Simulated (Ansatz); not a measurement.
HgSe:

```
CELL_PARAMETERS angstrom
0.00000 3.03900 3.03900
3.03900 0.00000 3.03900
3.03900 3.03900 0.00000
ATOMIC_POSITIONS crystal
Hg 0.00000 0.00000 0.00000
Se 0.75000 0.75000 0.75000
```

| Quantity | Value |
| --- | --- |
| Program | Ansatz 0.2.0 |
| Task | relaxation of cell and atoms |
| Functional | RPBE |
| Potentials or basis | Ansatz PAW |
| Cutoff | 420 eV (not typed: the program's choice for these potentials) |
| k mesh | 8 × 8 × 8 |
| Occupations | fermi-dirac, width 0.05 eV |
| Spin | no spin polarisation |

At the start: volume 28.07 Å³/atom.

Task: Where does the relaxation end?

Result: It ends after 5 steps and the volume is 32.09 Å³/atom (+14.3 %); space group F-43m (No. 216, to 0.05 Å).

Step by step:
| step | energy change (eV) | largest force (eV/Å) | volume (Å³) |
| --- | --- | --- | --- |
| 1 | 0.0000 | 0.0000 | 56.13 |
| 2 | -0.1454 | 0.0000 | 64.75 |
| 3 | -0.1460 | 0.0000 | 64.30 |
| 4 | -0.1461 | 0.0000 | 64.17 |
| 5 | -0.1471 | 0.0000 | 64.17 |

Final structure:
```yaml
crystal:
  lattice:
    - [0.00000, 3.17767, 3.17767]
    - [3.17767, 0.00000, 3.17767]
    - [3.17767, 3.17767, 0.00000]
  atoms:
    - { symbol: Hg, position: [0.00000, 0.00000, 0.00000] }
    - { symbol: Se, position: [0.75000, 0.75000, 0.75000] }
```

Caveat: the plane-wave basis is chosen anew once the cell has moved, so the energies of steps on either side of that aren't comparable; the volume moved by +14 % from the deposited cell, more than functionals usually miss; the PAW data sets come from PBE, with cores solved anew for the run's functional, which leaves a small shift of forces and pressure.
